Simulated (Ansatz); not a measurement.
input.yaml

```yaml
crystal:
  lattice:
    - [-1.4251951334, 1.7851865871, 4.2650710041]
    - [1.4251951334, -1.7851865871, 4.2650710041]
    - [1.4251951334, 1.7851865871, -4.2650710041]
  atoms:
    - { symbol: Ti, position: [0.0, 0.0, 0.0] }
    - { symbol: Si, position: [0.3662681757, 0.3662681757, 0.0] }
    - { symbol: Si, position: [0.6337318243, 0.6337318243, 0.0] }
basis:
  ecutwfc: 500
kpoints:
  mp_grid: { grid: [18, 18, 18] }
hamiltonian:
  xc: r2scan
scf:
  occupations: { method: gaussian, width: 0.1 }
output:
  forces: true
  stress: true
  eigenvalues: true
```

It can be run as
```bash
ansatz run input.yaml --threads 1 --pin off --backend cpu --events-out ev --progress --plain --runs-dir out  # memory cap (--max-ram) not shown
```

Computed with DFT r2SCAN, scalar-relativistic, plane waves, PAW in Ansatz 0.2.0.

Part of what the program printed, abridged (iterations and final results):

```
SCF iter   1: F=—  HF=-3782.664334 eV  |F-HF|=—  |Δ(HF+E_count)|=         —  Δρ=1.25e-2  dr2=7.53e-2  dr2_τ=3.24e-2  ethr=1.77e-3  ⟨swp⟩=5.0  Hψ=71283  notcnv=0
SCF iter   2: F=—  HF=-3782.717050 eV  |F-HF|=—  |Δ(HF+E_count)|=   5.27e-2  Δρ=4.26e-3  dr2=5.80e-3  dr2_τ=1.32e-3  ethr=3.77e-4  ⟨swp⟩=2.0  Hψ=29914  notcnv=0  defer=116
SCF iter   3: F=—  HF=-3782.718132 eV  |F-HF|=—  |Δ(HF+E_count)|=   1.08e-3  Δρ=2.67e-3  dr2=2.20e-3  dr2_τ=6.01e-5  ethr=2.90e-5  ⟨swp⟩=1.1  Hψ=12090  notcnv=0  defer=116
SCF iter   4: F=—  HF=-3782.718592 eV  |F-HF|=—  |Δ(HF+E_count)|=   4.60e-4  Δρ=2.68e-4  dr2=2.82e-5  dr2_τ=6.10e-7  ethr=1.10e-5  ⟨swp⟩=2.4  Hψ=18491  notcnv=0  defer=116
SCF iter   5: F=—  HF=-3782.718609 eV  |F-HF|=—  |Δ(HF+E_count)|=   1.68e-5  Δρ=5.99e-5  dr2=1.13e-6  dr2_τ=6.48e-8  ethr=1.41e-7  ⟨swp⟩=2.0  Hψ=18659  notcnv=0  defer=116
SCF iter   6: F=—  HF=-3782.718611 eV  |F-HF|=—  |Δ(HF+E_count)|=   1.89e-6  Δρ=1.69e-5  dr2=1.08e-7  dr2_τ=1.93e-9  ethr=5.00e-10  ⟨swp⟩=7.0  Hψ=63124  notcnv=0
SCF iter   7: F=-3782.718611 eV  HF=-3782.718611 eV  |F-HF|=6.43e-9  |Δ(HF+E_count)|=   2.00e-7  Δρ=5.57e-6  dr2=1.86e-8  dr2_τ=4.16e-10  ethr=5.00e-10  ⟨swp⟩=4.7  Hψ=42694  notcnv=0
SCF 1 converged in 7 iterations: F = -3782.718611 eV  dr2 = 1.86e-8
SCF converged after 7 iterations
Free energy (F): -3782.718611 eV
Harris-Foulkes:  -3782.718611 eV  (|F-HF|=6.43e-9)
Internal energy: -3782.710325 eV  (E = F + TS)
E sigma→0 (E₀):  -3782.714468 eV
Entropy (-TS):   -0.008286 eV (-2.762 meV/atom)
Fermi energy:    12.021101 eV
--- Per-component energies (eV) ---
  E_band       = -133.659126
  E_kinetic    = 361.823863
  E_local      = -1115.056308  (includes V_loc(G=0)·N_el)
  E_nonlocal   = 56.975118
  E_hartree    = 486.686915
  E_xc         = -199.769057
  E_vxc        = -238.488833  (∫ρ·V_xc dr)
  E_paw        = -2096.041060  (= ΣΔE_a)
  E_vpaw       = -185.853997  (= ΣTr[D̂ρ^β])
  E_aug_tail   = 0.000109  (compensation charges beyond the density's cutoff)
  E_vtau       = 13.572450  (kinetic-family band-sum trace: ∫τ·v_τ [+ j·A + Jᵃ·Aᵃ] dr)
  E_ewald      = -1276.923583
  E_core_change = -0.406323  (= ΣΔE_core)
  E_smearing   = -0.008286  (= −TS)
--- Forces (eV/Å), atoms counted from 1 ---
  atom   1  Ti     0.00000000     0.00000000     0.00000000
  atom   2  Si     0.00000000     0.00000000    -3.03215471
  atom   3  Si     0.00000000     0.00000000     3.03215471
--- Stress (GPa, compression-positive) ---
        8.716705       0.000000       0.000000
        0.000000      10.091298       0.000000
        0.000000       0.000000       8.962767
  P = ⅓ Tr σ = 9.2569 GPa (92.569 kbar)
--- Band table (eV; the first three rows and the last of 865) ---
  k-point 0: bands = ["-46.6062", "-21.9477", "-21.8855", "-21.5586", "-0.9713", "6.0860", "7.3017", "10.0552", "10.7147", "12.6197", "13.9470", "14.2124", "15.3749", "15.9683"]
  k-point 1: bands = ["-46.6043", "-21.9484", "-21.8835", "-21.5739", "-0.8722", "6.1667", "7.2685", "10.0868", "10.6315", "12.3693", "13.7377", "14.4279", "15.2969", "15.8989"]
  k-point 2: bands = ["-46.5989", "-21.9502", "-21.8775", "-21.6177", "-0.5800", "6.3949", "7.1941", "10.1196", "10.4150", "11.8248", "13.3571", "14.7820", "15.0008", "15.7579"]
  k-point 864: bands = ["-46.6060", "-21.9484", "-21.8927", "-21.5588", "0.6062", "1.6715", "10.3864", "10.6221", "11.7447", "12.2862", "14.2453", "14.4274", "14.9924", "16.2178"]
```

The run converged.